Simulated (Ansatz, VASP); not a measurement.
**ZrC: VASP beside Ansatz**

Contents of INCAR:

```
SYSTEM = ZrC
ALGO = Fast
EDIFF = 1E-6
ENCUT = 520
GGA = PE
ISIF = 2
ISMEAR = -1
LASPH = .TRUE.
LCHARG = .TRUE.
LELF = .TRUE.
LREAL = .FALSE.
LVHAR = .TRUE.
LWAVE = .FALSE.
NBANDS = 15
NELM = 100
PREC = Accurate
SIGMA = 0.05
```

The input KPOINTS:

```
k-points
0
G
  8 8 8
  0 0 0
```

File POSCAR:

```
ZrC
1.0
    0.0000000000      2.3502100000      2.3502100000
    2.3502100000      0.0000000000      2.3502100000
    2.3502100000      2.3502100000      0.0000000000
Zr C
1 1
Direct
    0.5000000000      0.5000000000      0.5000000000
    0.0000000000      0.0000000000      0.0000000000
```

Input for Ansatz:

```yaml
crystal:
  lattice:
    - [0.0, 2.35021, 2.35021]
    - [2.35021, 0.0, 2.35021]
    - [2.35021, 2.35021, 0.0]
  atoms:
    - { symbol: Zr, position: [0.5, 0.5, 0.5] }
    - { symbol: C, position: [0.0, 0.0, 0.0] }
kpoints:
  mp_grid: { grid: [8, 8, 8] }
scf:
  occupations: { method: fermi_dirac, width: 0.05 }
hamiltonian:
  xc: pbe
  pseudopotentials: { kind: all_electron, lapw: { basis_error: 0.00025 } }
output:
  forces: true
  stress: true
  eigenvalues: true
```

Alike in both runs: task single point; functional PBE; k mesh 8 × 8 × 8; occupations fermi-dirac, width 0.05 eV; no spin polarisation.

|  | VASP | Ansatz |
| --- | --- | --- |
| version | VASP 6.6.1 | Ansatz 0.2.0 |
| potentials or method | VASP PAW PBE potentials, release 64 (Zr_sv, C) | all-electron LAPW, scalar-relativistic |
| plane-wave cutoff (eV) | 520 | see its input |

```csv
,VASP,Ansatz,Ansatz less VASP
pressure (GPa),1.4,1.2,-0.19
```

Ansatz ran all-electron here, so the differences hold the error of VASP's frozen core and of both bases.
